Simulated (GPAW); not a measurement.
A run of GPAW 26.7.0:

The input run.py:

```python
from ase.filters import FrechetCellFilter
from ase.io import read, write
from ase.optimize import BFGS
from gpaw import GPAW, PW

atoms = read('POSCAR')

calc = GPAW(mode=PW(600),
            xc='RPBE',
            kpts={'size': (8, 8, 8), 'gamma': True},
            occupations={'name': 'methfessel-paxton', 'order': 0, 'width': 0.05},
            nbands=15,
            convergence={'density': 1e-05, 'forces': 0.0001},
            maxiter=150,
            txt='gpaw.txt')
atoms.calc = calc
opt = BFGS(FrechetCellFilter(atoms), trajectory='relax.traj', logfile='-')
done = opt.run(fmax=0.05, steps=100)
calc.write('gs.gpw')
write('result.traj', atoms)
print('Converged:', done)
print('Cell:', atoms.cell.cellpar().round(4))
print('Volume:', round(atoms.get_volume(), 4))
print(atoms.get_scaled_positions().round(5))
```

POSCAR

```
Sb
1.0
    3.2015837161      0.0000000000      0.0000000000
    0.0000000000      3.2015837161      0.0000000000
    0.0000000000      0.0000000000      3.2015837161
Sb
1
Direct
    0.0000000000      0.0000000000      0.0000000000
```

Potentials or basis: the program's PAW data sets (release 1.2.1) made for this functional, pw.

Launch:

```bash
$ OMP_NUM_THREADS=1 python run.py
```

Hardware: 1 thread of Arm Neoverse N1, with other jobs on the host.

How long does it take, and how much memory?

It took 39 s on 1 thread of Arm Neoverse N1, on a shared host, peak memory 0.15 GiB. Counts: scf iterations 28, plane waves 1110, bands 15, k points 35, ion steps 3.
